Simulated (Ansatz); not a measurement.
# F: levels along high-symmetry lines

```
F
1.0
     0.00000    1.71729    1.71729
     1.71729    0.00000    1.71729
     1.71729    1.71729    0.00000
F
1
Direct
  0.00000 0.00000 0.00000
```

The conventional cell has a = 3.435 Å, b = 3.435 Å, c = 3.435 Å, α = 90.00°, β = 90.00°, γ = 90.00°. F (atom 1) has 12 F at 2.43 Å as nearest neighbours.

The structure comes from a relaxation in the same program, started in the fcc type, and has space group Fm-3m. Whether it is a known phase or the ground state wasn't checked.

The calculation used DFT, PBE, all-electron LAPW, scalar-relativistic (Ansatz 0.2.0).

Sampling and basis: a Γ-centred 16×16×16 k mesh, Fermi–Dirac smearing of 0.05 eV, basis error target 0.5 meV/atom, no spin polarisation.

Points in fractions of the reciprocal vectors of this cell: Γ (0, 0, 0), X (0.5, 0, 0.5), U (0.625, 0.25, 0.625), K (0.375, 0.375, 0.75), L (0.5, 0.5, 0.5), W (0.5, 0.25, 0.75). The path joins them by straight lines in the order Γ–X–U–K–Γ–L–W–X; legs that retrace an earlier one aren't tabulated. Energies are in eV from the Fermi level.

Metal or insulator at this level of theory?

No gap opens: metallic or semimetallic.

Tabulate bands 2 to 6, counted from the lowest band of the run, along the path.


```
k (1/Å)  point  band 2  band 3  band 4  band 5  band 6
   0.00      Γ    0.53    0.53    0.53   13.78   35.17
   0.46          -0.18    0.33    0.33   14.86   31.30
   0.91          -1.63   -0.13   -0.13   17.14   27.47
   1.37          -2.86   -0.57   -0.57   18.80   25.13
   1.83      X   -3.32   -0.75   -0.75   19.07   24.35
   1.99          -3.28   -0.85   -0.73   19.19   24.36
   2.15          -3.15   -1.12   -0.67   19.53   24.38
   2.31          -2.95   -1.50   -0.58   20.04   24.31
   2.48      U   -2.68   -1.92   -0.46   20.64   24.13
   2.76          -2.56   -1.95   -0.54   20.94   24.08
   3.04          -2.57   -1.83   -0.67   21.08   24.07
   3.32          -2.56   -1.95   -0.54   20.94   24.08
   3.60      K   -2.68   -1.92   -0.46   20.64   24.13
   4.08          -2.69   -1.58   -0.02   20.50   25.22
   4.57          -2.04   -0.45    0.33   17.66   26.95
   5.05          -0.42    0.29    0.50   14.98   30.71
   5.54      Γ    0.53    0.53    0.53   13.78   35.17
   5.93          -0.19    0.47    0.47   14.61   31.43
   6.33          -1.78    0.33    0.33   16.56   27.23
   6.73          -3.27    0.19    0.19   18.82   23.96
   7.12      L   -3.87    0.13    0.13   20.62   21.88
   7.44          -3.70   -0.23    0.04   21.16   21.77
   7.77          -3.22   -1.05   -0.23   21.46   22.52
   8.09          -2.57   -1.83   -0.67   21.08   24.07
   8.41      W   -2.13   -2.13   -1.02   20.90   24.85
   8.64          -2.61   -1.63   -0.98   20.59   24.66
   8.87          -2.99   -1.18   -0.89   19.91   24.50
   9.10          -3.24   -0.87   -0.79   19.30   24.39
   9.33      X   -3.32   -0.75   -0.75   19.07   24.35
```
